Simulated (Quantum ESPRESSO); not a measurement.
## MoSe2 under changes of volume

One of the cells (20.129 Å³/atom); the others are scaled copies at fixed shape and fractional positions:

```xyz
6
Lattice="3.2880 0.0000 0.0000 -1.6440 2.8475 0.0000 0.0000 0.0000 12.9000" Properties=species:S:1:pos:R:3 pbc="T T T"
Mo    1.6440    0.9492    9.6750
Mo    0.0000    1.8983    3.2250
Se    1.6440    0.9492    4.8375
Se    0.0000    1.8983   11.2875
Se    1.6440    0.9492    1.6125
Se    0.0000    1.8983    8.0625
```

```yaml
Program: Quantum ESPRESSO 7.5
Functional: PBEsol
Potentials_or_basis: GBRV 1.5 PBEsol
Cutoff: 612 eV
Density_cutoff: 4898 eV
k_mesh: 9 × 9 × 2
Occupations: fermi-dirac, width 0.05 eV
Spin: no spin polarisation
```

| volume (Å³/atom) | energy over the lowest point (meV/atom) | pressure (GPa) |
| --- | --- | --- |
| 18.922 | 63.65 | 13.0 |
| 19.324 | ? | ? |
| 19.727 | 15.85 | 6.0 |
| 20.129 | 4.34 | 3.0 |
| 20.532 | 0.00 | 0.3 |
| 20.935 | 2.08 | -2.1 |
| 21.337 | 9.95 | -4.3 |

Task: What does the run at 19.324 Å³/atom give?

Result: Energy over the lowest point 35.31 meV/atom; pressure 9.3 GPa.

Worked out: A Birch-Murnaghan fit of order 3 (a polynomial in V^(-2/3)) to the other rows has its minimum at 20.60 Å³/atom with B0 = V·E''(V) = 129 GPa and B' = 4.4 at fixed shape and positions, which overstates the stiffness. It gives 35.34 meV/atom at 19.324 Å³/atom, against the run's 35.31, and -dE/dV = 9.5 GPa, against 9.3.

Energies are extrapolated to zero smearing.

Caveats: this functional lacks dispersion, which binds the layers, so the pressure and a relaxed spacing across them are unreliable.
